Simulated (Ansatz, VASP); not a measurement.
## Y in VASP and in Ansatz

INCAR

```
PREC = Accurate
ENCUT = 520
EDIFF = 1E-6
ISMEAR = -1
SIGMA = 0.05
LREAL = F
LASPH = T
NELM = 60
ALGO = Normal
ISIF = 2
LWAVE = F
LCHARG = F
GGA = PS
NBANDS = 18
```

KPOINTS

```
Automatic mesh
0
Gamma
  8 8 5
```

Contents of POSCAR:

```
Y
1.0
    3.6474000000      0.0000000000      0.0000000000
   -1.8237000000      3.1587410578      0.0000000000
    0.0000000000      0.0000000000      5.7306000000
Y
2
Direct
    0.6666666667      0.3333333333      0.7500000000
    0.3333333333      0.6666666667      0.2500000000
```

File input.yaml:

```yaml
crystal:
  lattice:
    - [3.6474, 0.0, 0.0]
    - [-1.8237, 3.1587410578, 0.0]
    - [0.0, 0.0, 5.7306]
  atoms:
    - { symbol: "Y", position: [0.6666666667, 0.3333333333, 0.75] }
    - { symbol: "Y", position: [0.3333333333, 0.6666666667, 0.25] }
kpoints:
  mp_grid: { grid: [8, 8, 5] }
  band_path:
    path:
      - [0.0, 0.0, 0.0]
      - [0.5, 0.0, 0.0]
      - [0.3333333333, 0.3333333333, 0.0]
      - [0.0, 0.0, 0.0]
      - [0.0, 0.0, 0.5]
      - [0.5, 0.0, 0.5]
      - [0.3333333333, 0.3333333333, 0.5]
      - [0.0, 0.0, 0.5]
    npoints: 8
scf:
  occupations: { method: fermi_dirac, width: 0.05 }
hamiltonian:
  xc: pbesol
  pseudopotentials: { kind: all_electron, lapw: { basis_error: 0.001 } }
output:
  forces: true
  stress: true
  eigenvalues: true
```

Alike in both runs: functional PBEsol; k mesh 8 × 8 × 5; occupations fermi-dirac, width 0.05 eV; no spin polarisation.

|  | VASP | Ansatz |
| --- | --- | --- |
| version | VASP 6.6.1 | Ansatz 0.2.0 |
| potentials or method | VASP PAW PBE potentials, release 64 (Y_sv) | all-electron LAPW, scalar-relativistic |
| plane-wave cutoff (eV) | 520 | see its input |
| task | single point | band structure |

Ansatz gave:

* gap on the k mesh at the Fermi level (eV): none
* pressure (GPa): -2.0
* largest component of the traceless stress (GPa): 0.31

Task: What did VASP give for the same quantities?

Result: gap on the k mesh at the Fermi level (eV): none; pressure (GPa): -2.1; largest component of the traceless stress (GPa): 0.31.

A gap of «none» marks a metal or a gap that the smearing closes. Ansatz ran all-electron here, so the differences hold the error of VASP's frozen core and of both bases.

Caveats: the PAW data sets were made with another functional, which shifts forces and pressure a little (VASP).
